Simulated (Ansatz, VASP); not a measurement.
# Re in VASP and in Ansatz

Contents of INCAR:

```
SYSTEM = Re
  ALGO = Fast
  EDIFF = 1E-6
  ENCUT = 520
  GGA = PE
  ISIF = 2
  ISMEAR = -1
  LASPH = .True.
  LCHARG = .False.
  LREAL = .False.
  LWAVE = .False.
  NBANDS = 10
  NELM = 80
  PREC = Accurate
  SIGMA = 0.03
```

KPOINTS

```
k-points
0
Gamma
  7 7 7
  0 0 0
```

Contents of POSCAR:

```
Re
1.0
    0.0000000000      1.9750000000      1.9750000000
    1.9750000000      0.0000000000      1.9750000000
    1.9750000000      1.9750000000      0.0000000000
Re
1
Direct
    0.0000000000      0.0000000000      0.0000000000
```

File input.yaml:

```yaml
crystal:
  lattice:
    - [0.0, 1.975, 1.975]
    - [1.975, 0.0, 1.975]
    - [1.975, 1.975, 0.0]
  atoms:
    - { symbol: Re, position: [0.0, 0.0, 0.0] }
kpoints:
  mp_grid: { grid: [7, 7, 7] }
scf:
  occupations: { method: fermi_dirac, width: 0.03 }
hamiltonian:
  xc: pbe
  pseudopotentials: { kind: all_electron, lapw: { basis_error: 0.003 } }
output:
  forces: true
  stress: true
  eigenvalues: true
```

This isn't the form of Re at room conditions, which is hcp.

Alike in both runs: task single point; functional PBE; k mesh 7 × 7 × 7; occupations fermi-dirac, width 0.03 eV; no spin polarisation.

|  | VASP | Ansatz |
| --- | --- | --- |
| version | VASP 6.6.1 | Ansatz 0.2.0 |
| potentials or method | VASP PAW PBE potentials, release 64 (Re) | all-electron LAPW, scalar-relativistic |
| plane-wave cutoff (eV) | 520 | see its input |

Ansatz gave:

| Property | Result |
| --- | --- |
| gap on the k mesh at the Fermi level (eV) | none |
| pressure (GPa) | -9.3 |

Q: Which values does VASP return?

A: gap on the k mesh at the Fermi level (eV): none; pressure (GPa): -10.1.

A gap of «none» marks a metal or a gap that the smearing closes. Ansatz ran all-electron here, so the differences hold the error of VASP's frozen core and of both bases.

Caveats: the k mesh is coarse (spacing up to 0.39 Å⁻¹), so the values aren't converged. Spin-orbit coupling is left out, which matters for the levels of Re.
